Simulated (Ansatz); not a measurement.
Space group P6_3mc (No. 186). a = 3.183 Å, b = 3.183 Å, c = 5.185 Å, α = 90.00°, β = 90.00°, γ = 120.00°
```tsv
atom	site	symmetry	x	y	z
Ga	2b	3m.	0.3333	0.6667	0.9992
N	2b	3m.	0.3333	0.6667	0.3758
```

Equation of state of this GaN structure (not necessarily the ground state), with shape and atoms relaxed at each volume where symmetry leaves them free. All numbers below come from DFT PBEsol, scalar-relativistic, plane waves, PAW in Ansatz 0.2.0.

Cutoff 420 eV; k points 12×12×6 on the computed 4-atom cell (Γ-centred); Gaussian smearing, width 0.02 eV; no spin polarisation.

| V (Å³/atom) | E − E(largest V) (meV/atom) | P (GPa) | gap on mesh (eV) |
| --- | --- | --- | --- |
| 10.689 | 5.23 | 13.36 | 2.28 |
| 11.030 | -15.32 | 6.14 | 2.08 |
| 11.371 | -21.68 | 0.00 | 1.88 |
| 11.713 | -15.98 | -5.22 | 1.68 |
| 12.054 | 0.00 | -9.66 | 1.49 |

Question: Fit a third-order Birch–Murnaghan equation to E(V).

Answer: V0 = 11.37 Å³/atom, B0 = 188 GPa, B0' = 4.4.